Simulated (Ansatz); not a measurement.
Sb:

```
CELL_PARAMETERS angstrom
0.00000 -2.37124 -2.37124
-2.37124 0.00000 -2.37124
2.37124 2.37124 -4.74249
ATOMIC_POSITIONS crystal
Sb 0.48982 0.45774 0.56015
Sb 0.01018 0.04226 0.93985
```

The cell isn't the ideal one: all atoms moved at random, sigma 0.25 Å a component.

Base run:

```yaml
Program: Ansatz 0.2.0
Functional: BLYP
Potentials_or_basis: Ansatz PAW
Cutoff: "420 eV (not typed: the program's choice for these potentials)"
k_mesh: 9 × 9 × 5
Occupations: fermi-dirac, width 0.05 eV
Spin: no spin polarisation
```

Its results: band gap on the k mesh none (metal or under the smearing width); pressure 18.5 GPa; largest force 1.984 eV/Å.

Task: After a change of settings the same cell gave: band gap on the k mesh none (metal or under the smearing width); pressure 9.7 GPa; largest force 1.758 eV/Å. Which change was it?
A. functional from BLYP to r2SCAN; cutoff from 420 eV (not typed: the program's choice for these potentials) to 500 eV (not typed: the program's choice for these potentials)
B. functional from BLYP to revPBE
C. functional from BLYP to RPBE
D. functional from BLYP to PBEsol

Result: D.

PBEsol binds more tightly than BLYP, so the same cell stands under less pressure.

Caveats: spin-orbit coupling is left out, which moves the levels of the heavy elements; the PAW data sets come from PBE, with cores solved anew for the run's functional, which leaves a small shift of forces and pressure; forces of over 1 eV/Å show positions far from the minimum, so gaps and moduli don't describe the material at rest.

Runs at the PBE level aren't shown here.
